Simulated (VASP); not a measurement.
Level of theory: LDA (Ceperley-Alder, Perdew-Zunger), VASP's LDA PAW potentials (set 64) (plane waves; VASP).

The input files of a VASP run:

### KPOINTS
```
Automatic mesh
0
Gamma
4 4 4
0 0 0
```

File POSCAR:
```
CsPbI3
1
    6.0907846013     0.0000000000     0.0000000000
    0.0000000000     6.0907846013     0.0000000000
    0.0000000000     0.0000000000     6.0907846013
Cs Pb I
1 1 3
Direct
  0.0000000000   0.0000000000   0.0000000000
  0.5000000000   0.5000000000   0.5000000000
  0.5000000000   0.0000000000   0.5000000000
  0.0000000000   0.5000000000   0.5000000000
  0.5000000000   0.5000000000   0.0000000000
```

**INCAR**
```
SYSTEM = CsPbI3
PREC = Accurate
ENCUT = 520
EDIFF = 1E-7
NELM = 100
ALGO = Normal
LREAL = .FALSE.
LASPH = .TRUE.
ISMEAR = 0
SIGMA = 0.05
LMAXMIX = 4
LWAVE = .FALSE.
LCHARG = .FALSE.
ISIF = 2
```

POTCAR, in this order: Cs_sv Pb_d I (LDA.64 set). Program: vasp_std.

Output

**OSZICAR**
```
       N       E                     dE             d eps       ncg     rms          rms(c)
DAV:   1     0.370845049496E+03    0.37085E+03   -0.18183E+04   520   0.146E+03
DAV:   2     0.235893766309E+02   -0.34726E+03   -0.34002E+03   642   0.313E+02
DAV:   3    -0.146226116530E+02   -0.38212E+02   -0.37843E+02   632   0.114E+02
DAV:   4    -0.162285132355E+02   -0.16059E+01   -0.16048E+01   744   0.302E+01
DAV:   5    -0.162465985303E+02   -0.18085E-01   -0.18078E-01   700   0.271E+00    0.427E+00
DAV:   6    -0.160124586690E+02    0.23414E+00   -0.41055E-01   746   0.452E+00    0.286E+00
DAV:   7    -0.159748535533E+02    0.37605E-01   -0.28077E-01   744   0.280E+00    0.924E-01
DAV:   8    -0.159731051344E+02    0.17484E-02   -0.39595E-02   624   0.167E+00    0.209E-01
DAV:   9    -0.159729133296E+02    0.19180E-03   -0.39524E-03   754   0.581E-01    0.682E-02
DAV:  10    -0.159728246324E+02    0.88697E-04   -0.39815E-04   692   0.165E-01    0.328E-02
DAV:  11    -0.159728232702E+02    0.13622E-05   -0.12636E-04   724   0.789E-02    0.310E-02
DAV:  12    -0.159728222773E+02    0.99293E-06   -0.99535E-06   642   0.177E-02    0.195E-02
DAV:  13    -0.159728217583E+02    0.51900E-06   -0.10299E-06   740   0.764E-03    0.865E-03
DAV:  14    -0.159728213107E+02    0.44762E-06   -0.12716E-06   670   0.924E-03    0.220E-03
DAV:  15    -0.159728213041E+02    0.65547E-08   -0.33927E-07   558   0.378E-03
   1 F= -.15972821E+02 E0= -.15972821E+02  d E =-.525739E-14
```

### OUTCAR
```
------------------------ aborting loop because EDIFF is reached ----------------------------------------
  FORCE on cell =-STRESS in cart. coord.  units (eV):
  Direction    XX          YY          ZZ          XY          YZ          ZX
  --------------------------------------------------------------------------------------
  Total        1.0431738      1.0431738      1.0431738      0.0000000      0.0000000     -0.0000000
  in kB        7.3968622      7.3968622      7.3968622      0.0000000      0.0000000     -0.0000000
  external PRESSURE =       7.3968622 kB  Pullay stress =       0.0000000 kB
  volume of cell :      225.95
      direct lattice vectors                 reciprocal lattice vectors
     6.090784601  0.000000000  0.000000000     0.164182460  0.000000000  0.000000000
     0.000000000  6.090784601  0.000000000     0.000000000  0.164182460  0.000000000
     0.000000000  0.000000000  6.090784601     0.000000000  0.000000000  0.164182460
 POSITION                                       TOTAL-FORCE (eV/Angst)
 -----------------------------------------------------------------------------------
      0.00000      0.00000      0.00000         0.000000      0.000000      0.000000
      3.04539      3.04539      3.04539         0.000000      0.000000      0.000000
      3.04539      0.00000      3.04539         0.000000      0.000000      0.000000
      0.00000      3.04539      3.04539         0.000000      0.000000      0.000000
      3.04539      3.04539      0.00000         0.000000      0.000000      0.000000
 -----------------------------------------------------------------------------------
    total drift:                                0.000000     -0.000000     -0.000000
  FREE ENERGIE OF THE ION-ELECTRON SYSTEM (eV)
  ---------------------------------------------------
  free  energy   TOTEN  =       -15.9728213041 eV

  energy  without entropy=      -15.9728213041  energy(sigma->0) =      -15.97282130
```
(Selected blocks of OUTCAR.)

The compound is CsPbI3 in the cubic perovskite structure, the ideal cubic form; the compound distorts at low or room temperature. This cell is one point of a volume scan, at 0.97 of the reference volume.
